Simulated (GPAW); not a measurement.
# NiO (Fm-3m) in GPAW: settings compared

Aim: see how the results for NiO move with the level of theory and the settings. Levels: r2SCAN+D3(BJ), SOGGA, PBE, LDA, r2SCAN. Tasks: equation of state, band structure.

Everything below comes from runs of GPAW 26.7.0. Logs are shortened: lines on timing, memory, paths and dates and some standing lists are left out, and cuts for length are marked. The log counts tension as positive stress, the text compression.

**What was measured.**

“Local correlations, non-local screening, multiplets, and band formation in NiO”, 2012, arxiv:1210.6675 quotes, for a bulk crystal of NiO: band gap 4.3 eV.

The results are compared with them further down.

### Step 1. The crystal as given

It takes space group Fm-3m (No. 225, cubic). The conventional cell has a = 4.172 Å, b = 4.172 Å, c = 4.172 Å, α = 90.00°, β = 90.00°, γ = 90.00°. Around Ni (site symmetry m-3m) lie 6 O at 2.09 Å. O (site symmetry m-3m) is surrounded by 6 Ni at 2.09 Å.

### Step 2. Equation of state, r2SCAN+D3(BJ), collinear spin, ferromagnetic start

The input, run.py:

```python
from ase.calculators.mixing import SumCalculator
from ase.eos import EquationOfState
from ase.io import Trajectory, read
from ase.units import GPa
from dftd3.ase import DFTD3
from gpaw import GPAW, PW

atoms = read('POSCAR')
atoms.set_initial_magnetic_moments([1.0, 0.0])

traj = Trajectory('eos.traj', 'w')
volumes, energies = [], []
for x in [0.94, 0.96, 0.98, 1.0, 1.02, 1.04, 1.06]:
    a = atoms.copy()
    a.set_cell(atoms.cell * x**(1 / 3), scale_atoms=True)
    calc = GPAW(mode=PW(800),
                xc='MGGA_X_R2SCAN+MGGA_C_R2SCAN',
                kpts={'size': (8, 8, 8), 'gamma': True},
                occupations={'name': 'fermi-dirac', 'width': 0.05},
                nbands=22,
                convergence={'density': 1e-05, 'energy': 1e-05},
                maxiter=150,
                txt=f'eos-{x:.2f}.txt')
    a.calc = SumCalculator([calc, DFTD3(method='r2scan', damping='d3bj')])
    energies.append(a.get_potential_energy())
    volumes.append(a.get_volume())
    p = -a.get_stress()[:3].mean() / GPa
    calc.write(f'eos-{x:.2f}.gpw')
    traj.write(a)
    print(f'{x:.2f} {volumes[-1]:10.4f} A^3 {energies[-1]:14.6f} eV {p:9.3f} GPa', flush=True)

v0, e0, B = EquationOfState(volumes, energies, eos='birchmurnaghan').fit()
print(f'V0 = {v0:.4f} A^3, E0 = {e0:.6f} eV, B0 = {B / GPa:.2f} GPa')
```

The input, POSCAR:

```
NiO
1.0
    0.0000000000      2.0859016414      2.0859016414
    2.0859016414      0.0000000000      2.0859016414
    2.0859016414      2.0859016414      0.0000000000
Ni O
1 1
Direct
    0.0000000000      0.0000000000      0.0000000000
    0.5000000000      0.5000000000      0.5000000000
```

Potentials or basis: GPAW PAW data sets (gpaw-data 1.2.1), pw.

Run with:

```console
$ OMP_NUM_THREADS=1 python run.py
```

What it wrote:

```text
__  _  _
 | _ |_)|_||  |
 |__||  | ||/\| - 26.7.0

Input parameters:
  mode=PW(ecut=800.0),
  convergence={'density': 1e-05, 'energy': 1e-05},
  kpts=MonkhorstPack(size=(8, 8, 8), gamma=True),
  maxiter=150,
  nbands=22,
  occupations=Occupations(name='fermi-dirac', width=0.05),
  xc=XC(name='MGGA_X_R2SCAN+MGGA_C_R2SCAN')

Diagonalizing LCAO Hamiltonian
Converting LCAO to pw mode

              O

       Ni

Atoms  # Å, Bohr magnetons
|   | symbol |        x |        y |        z |    initial magnetic moments |
|---|--------|----------|----------|----------|-----------------------------|
| 0 |     Ni | 0.000000 | 0.000000 | 0.000000 | ( 0.0000,  0.0000,  1.0000) |
| 1 |      O | 2.057710 | 2.057710 | 2.057710 | ( 0.0000,  0.0000,  0.0000) |

Unit cell  # Å
| periodic |        x |        y |        z |  lengths |    angles |
|----------|----------|----------|----------|----------|-----------|
|      yes | 0.000000 | 2.057710 | 2.057710 | 2.910042 | 60.000000 |
|      yes | 2.057710 | 0.000000 | 2.057710 | 2.910042 | 60.000000 |
|      yes | 2.057710 | 2.057710 | 0.000000 | 2.910042 | 60.000000 |

Number of symmetries: 48
Symmetry operations  # r_c * U_cc + t_c -> r_c
|    | kind |            matrix            |
|----|------|------------------------------|
|  0 |  σ   |  1, 0, 0,  1, 0,-1,  1,-1, 0 |
|  1 |  C2  |  1, 0, 0,  1,-1, 0,  1, 0,-1 |
|  2 |  E   |  1, 0, 0,  0, 1, 0,  0, 0, 1 |
|  3 |  σ   |  1, 0, 0,  0, 0, 1,  0, 1, 0 |
|  4 |  C4  |  1, 0,-1,  1, 0, 0,  1,-1, 0 |
|  5 |  S6  |  1, 0,-1,  1,-1, 0,  1, 0, 0 |
|  6 |  σ   |  1, 0,-1,  0, 1,-1,  0, 0,-1 |
|  7 |  C3  |  1, 0,-1,  0, 0,-1,  0, 1,-1 |
|  8 |  S6  |  1,-1, 0,  1, 0, 0,  1, 0,-1 |
|  9 |  C4  |  1,-1, 0,  1, 0,-1,  1, 0, 0 |
| 10 |  C3  |  1,-1, 0,  0,-1, 1,  0,-1, 0 |
| 11 |  σ   |  1,-1, 0,  0,-1, 0,  0,-1, 1 |
| 12 |  σ   |  0, 1, 0,  1, 0, 0,  0, 0, 1 |
| 13 |  C4  |  0, 1, 0,  0, 1,-1, -1, 1, 0 |
| 14 |  C3  |  0, 1, 0,  0, 0, 1,  1, 0, 0 |
| 15 |  S6  |  0, 1, 0, -1, 1, 0,  0, 1,-1 |
| 16 |  C2  |  0, 1,-1,  1, 0,-1,  0, 0,-1 |
| 17 |  σ   |  0, 1,-1,  0, 1, 0, -1, 1, 0 |
| 18 |  S4  |  0, 1,-1,  0, 0,-1,  1, 0,-1 |
| 19 |  C4  |  0, 1,-1, -1, 1, 0,  0, 1, 0 |
| 20 |  C3  |  0, 0, 1,  1, 0, 0,  0, 1, 0 |
| 21 |  σ   |  0, 0, 1,  0, 1, 0,  1, 0, 0 |
| 22 |  S6  |  0, 0, 1,  0,-1, 1, -1, 0, 1 |
| 23 |  C4  |  0, 0, 1, -1, 0, 1,  0,-1, 1 |
| 24 |  S4  |  0, 0,-1,  1, 0,-1,  0, 1,-1 |
| 25 |  C3  |  0, 0,-1,  0, 1,-1,  1, 0,-1 |
| 26 |  C2  |  0, 0,-1,  0,-1, 0, -1, 0, 0 |
| 27 |  S6  |  0, 0,-1, -1, 0, 0,  0,-1, 0 |
| 28 |  S4  |  0,-1, 1,  1,-1, 0,  0,-1, 0 |
| 29 |  C4  |  0,-1, 1,  0, 0, 1, -1, 0, 1 |
| 30 |  C2  |  0,-1, 1,  0,-1, 0,  1,-1, 0 |
| 31 |  σ   |  0,-1, 1, -1, 0, 1,  0, 0, 1 |
| 32 |  C3  |  0,-1, 0,  1,-1, 0,  0,-1, 1 |
| 33 |  S6  |  0,-1, 0,  0, 0,-1, -1, 0, 0 |
| 34 |  S4  |  0,-1, 0,  0,-1, 1,  1,-1, 0 |
| 35 |  C2  |  0,-1, 0, -1, 0, 0,  0, 0,-1 |
| 36 |  C2  | -1, 1, 0,  0, 1, 0,  0, 1,-1 |
| 37 |  S6  | -1, 1, 0,  0, 1,-1,  0, 1, 0 |
| 38 |  S4  | -1, 1, 0, -1, 0, 1, -1, 0, 0 |
| 39 |  C3  | -1, 1, 0, -1, 0, 0, -1, 0, 1 |
| 40 |  S6  | -1, 0, 1,  0, 0, 1,  0,-1, 1 |
[... 107 lines left out ...]
  PPCG
  Converge bands: occupied
  niter=2

density mixing:
  MSR1-Mixer
  Pratt-step length: 0.05
  Maximum mixing coefficient: 0.75
  Old densities: 10
  SVD Regularization: 0.005
  Good broyden scale: 1.0
  Trust region scale: 1.0
  Backstep threshold: 4.0
  History deletion threshold: 6.0
  Fourier metric: weight=20.0, sigma=0.015

occupation numbers:
  Fermi-Dirac:
    width: 0.0500  # eV

poisson solver:
  ecut: 6400.0  # eV

xc functional:
  name: MGGA_X_R2SCAN+MGGA_C_R2SCAN with 2 nearest neighbor stencil

convergence criteria:
- Maximum integral of absolute [dens]ity change: 1e-05 electrons / valence electron
- Maximum [total energy] change in last 3 cyles: 1e-05 eV / valence electron
- Maximum integral of absolute [eigenst]ate change: 4e-08 eV^2 / valence electron
maximum number of iterations: 150

SCF iterations
|iter     | |      energy | eigst |  dens |  magmom |
|---------|-|-------------|-------|-------|---------|
|iter:   1| |  -24.331879 | +0.20 |       |  +1.0004|
|iter:   2| |  -20.233871 | -1.82 | -1.17 |  +1.0030|
|iter:   3| |  -37.680365 | -0.75 | -1.16 |  +0.6532|
|iter:   4| |  -21.028254 | -0.74 | -0.51 |  +0.8033|
|iter:   5| |  -20.378988 | -1.77 | -1.09 |  +1.0404|
|iter:   6| |  -20.853985 | -2.46 | -1.54 |  +1.6565|
|iter:   7| |  -20.667584 | -2.25 | -1.63 |  +2.4671|
|iter:   8| |  -20.891618 | -2.49 | -1.50 |  +1.8189|
|iter:   9| |  -20.904312 | -3.76 | -1.96 |  +1.9269|
|iter:  10| |  -20.907307 | -4.48 | -2.35 |  +1.9887|
|iter:  11| |  -20.907361 | -5.97 | -3.04 |  +1.9947|
|iter:  12| |  -20.907380c| -6.53 | -3.34 |  +2.0000|
|iter:  13| |  -20.907380c| -8.03c| -4.21 |  +1.9998|
|iter:  14| |  -20.907380c| -8.28c| -4.58 |  +2.0001|
|iter:  15| |  -20.907380c| -7.90c| -4.86 |  +1.9999|
|iter:  16| |  -20.907380c| -9.11c| -5.69c|  +1.9999|

Converged in 16 steps
Energy contributions relative to reference atoms: (reference = -43408.850748)

Energy contributions:
  Kinetic:          40.783165
  Coulomb:         -33.974413
  Zero:              0.189229
  External:          0.000000
  Xc:              -27.905343
  Entropy:          -0.000035
  Spinorbit:         0.000000
  ----------------------------
  Free energy:     -20.907398
  Extrapolated:    -20.907380

dipole moment: (-8.259847, -8.259847, -8.259847)  # |e|*Ang

Total magnetic moment: (0.000000, 0.000000, 1.999902)

Local magnetic moments
|        x |        y |        z |
|----------|----------|----------|
| 0.000000 | 0.000000 | 1.702543 |  # Ni   0
| 0.000000 | 0.000000 | 0.226597 |  # O    1

Fermi level: 8.897
Eigenvalues  # (at kpt = [0.000, 0.000, 0.000])
| band index |      eig [eV] | occ [0-1] |      eig [eV] | occ [0-1] |
|------------|---------------|-----------|---------------|-----------|
|          0 |       -59.143 |     1.000 |       -56.171 |     1.000 |
|        ... |               |           |               |           |
|          3 |       -13.252 |     1.000 |       -12.734 |     1.000 |
|          4 |         4.439 |     1.000 |         5.957 |     1.000 |
|          5 |         4.439 |     1.000 |         5.957 |     1.000 |
|          6 |         5.270 |     1.000 |         5.957 |     1.000 |
|          7 |         5.270 |     1.000 |         6.192 |     1.000 |
|          8 |         5.270 |     1.000 |         6.192 |     1.000 |
[... 8 lines left out ...]
|         17 |        32.108 |     0.000 |        32.803 |     0.000 |
|         18 |        32.108 |     0.000 |        32.804 |     0.000 |
|        ... |               |           |               |           |
|         21 |        35.540 |     0.000 |        36.669 |     0.000 |

Gap: 0.552 eV
Transition (v -> c):
  (s=0, k=28, n=11, [0.50, 0.50, 0.50]) -> (s=1, k=0, n=10, [0.00, 0.00, 0.00])
Direct/indirect transitions are different
Direct gap: 1.720 eV
Transition at: (s=0->1, k=17, n=11, [0.50, 0.25, 0.25])

Stress tensor  # eV/Ang^3
|         x |         y |         z |
|-----------|-----------|-----------|
| -0.120821 |  0.000000 | -0.000000 |
|  0.000000 | -0.120821 | -0.000000 |
| -0.000000 | -0.000000 | -0.120821 |

# Writing to eos-0.96.gpw (mode='')
```

stdout:

```text
0.94    17.0624 A^3     -20.321732 eV     9.785 GPa
0.96    17.4254 A^3     -21.165566 eV    18.175 GPa
0.98    17.7884 A^3     -21.200476 eV    12.291 GPa
1.00    18.1515 A^3     -21.222467 eV     6.857 GPa
1.02    18.5145 A^3     -21.232743 eV     1.969 GPa
1.04    18.8775 A^3     -21.232599 eV    -2.370 GPa
1.06    19.2405 A^3     -21.223203 eV    -6.222 GPa
V0 = 17.9737 A^3, E0 = -21.302262 eV, B0 = 3384.17 GPa
```

It took 7.5 min on 1 thread of Intel Xeon Platinum 8488C (Sapphire Rapids), shared host; peak memory 0.73 GiB.

Results:

* Equilibrium volume: 8.99 Å³/atom (rough: see the caveat)
* Bulk modulus: 3330 GPa (rough)

Energy against volume, from the lowest point:
```tsv
volume (Å³/atom)	energy (meV/atom)
8.531	449.44
8.713	33.58
8.894	16.13
9.076	5.14
9.257	0.00
9.439	0.07
9.620	4.77
```

Caveat: the energies scatter about the fit; the fit is doubtful: noisy points or a state that changes with volume; the points scatter about the fit; the PAW data sets were made with another functional, which shifts forces and pressure a little.

### Step 3. Band structure, SOGGA, collinear spin, ferromagnetic start

The input, run.py:

```python
from ase.dft.bandgap import bandgap
from ase.io import read, write
from ase.units import GPa
from gpaw import GPAW, PW, setup_paths

setup_paths.insert(0, '.')

atoms = read('POSCAR')
atoms.set_initial_magnetic_moments([1.0, 0.0])

calc = GPAW(mode=PW(800),
            xc='GGA_X_SOGGA+GGA_C_PBE_SOL',
            kpts={'size': (8, 8, 8), 'gamma': True},
            occupations={'name': 'fermi-dirac', 'width': 0.05},
            nbands=22,
            convergence={'density': 1e-05, 'energy': 1e-05},
            maxiter=150,
            txt='gpaw.txt')
atoms.calc = calc
energy = atoms.get_potential_energy()
forces = atoms.get_forces()
stress = atoms.get_stress()
calc.write('gs.gpw')
write('result.traj', atoms)
print(f'Energy: {energy:.6f} eV')
print('Forces (eV/A):')
print(forces.round(4))
print('Stress (GPa):', (stress / GPa).round(3))
print('Moments:', calc.get_magnetic_moments().round(3))
print('Fermi level:', round(calc.get_fermi_level(), 4), 'eV')
print(f'Gap: {bandgap(calc)[0]:.4f} eV, direct: {bandgap(calc, direct=True)[0]:.4f} eV')

path = atoms.cell.bandpath('GXWKGLUWLK,UX', npoints=60, eps=1e-4)
bs_calc = calc.fixed_density(kpts=path, symmetry='off', nbands=31,
                             convergence={'bands': 'CBM+6.0', 'eigenstates': 1e-6}, txt='bands.txt')
bs = bs_calc.band_structure()
bs.write('bs.json')
print(f'Gap on the path: {bandgap(bs_calc)[0]:.4f} eV')
```

POSCAR is that of step 2.

Potentials or basis: PAW data sets generated in the run's folder for this functional, pw.

Run with:

```console
$ gpaw-setup -f GGA_X_SOGGA+GGA_C_PBE_SOL Ni O
$ OMP_NUM_THREADS=1 python run.py
```

Run time: 43 s. Hardware: 1 thread of Intel Xeon Platinum 8488C (Sapphire Rapids), shared host; peak memory 0.26 GiB.

It converged, with:

```
Free energy             : -14.3563 eV
Pressure                : -6.0 GPa
Band gap along the path : none (metal or under the smearing width)
Net moment              : 1.06 μB per cell
Site moments            : Ni +0.91; O +0.11 μB
```

Levels at the corners of the path, in eV from the Fermi level:
Spin up:
```
point  band 9  band 10  band 11  band 12  band 13
    Γ   -2.50    -2.34    -2.34    -2.34     1.27
    X   -2.12    -1.54    -1.22    -1.22     5.93
    W   -1.61    -1.61    -1.22    -0.74     8.28
    K   -1.36    -1.30    -1.15    -0.71     7.57
    Γ   -2.50    -2.34    -2.34    -2.34     1.27
    L   -1.53    -1.08     0.68     0.68     5.22
    U   -1.36    -1.30    -1.15    -0.71     7.57
    W   -1.61    -1.61    -1.22    -0.74     8.28
    L   -1.53    -1.08     0.68     0.68     5.22
    K   -1.36    -1.30    -1.15    -0.71     7.57
    U   -1.36    -1.30    -1.15    -0.71     7.57
    X   -2.12    -1.54    -1.22    -1.22     5.93
```
Spin down:
```
point  band 8  band 9  band 10  band 11  band 12  band 13
    Γ   -1.78   -1.78    -1.78    -1.05    -1.05     1.48
    X   -2.84   -0.61    -0.59    -0.59    -0.05     6.21
    W   -1.04   -1.04    -0.59    -0.19     0.58     8.60
    K   -1.66   -0.73    -0.54     0.09     0.58     7.84
    Γ   -1.78   -1.78    -1.78    -1.05    -1.05     1.48
    L   -0.85   -0.85    -0.49     1.83     1.83     5.33
    U   -1.66   -0.73    -0.54     0.09     0.58     7.84
    W   -1.04   -1.04    -0.59    -0.19     0.58     8.60
    L   -0.85   -0.85    -0.49     1.83     1.83     5.33
    K   -1.66   -0.73    -0.54     0.09     0.58     7.84
    U   -1.66   -0.73    -0.54     0.09     0.58     7.84
    X   -2.84   -0.61    -0.59    -0.59    -0.05     6.21
```

Caveat: the stock nickel data set gives pressures a few GPa off other programs; a cell with one magnetic atom can't hold antiferromagnetic order, which such compounds often take; semilocal functionals often make such compounds metallic where correlation or magnetic order opens a gap, which also shifts bond lengths.

[end of part 1 of 2]
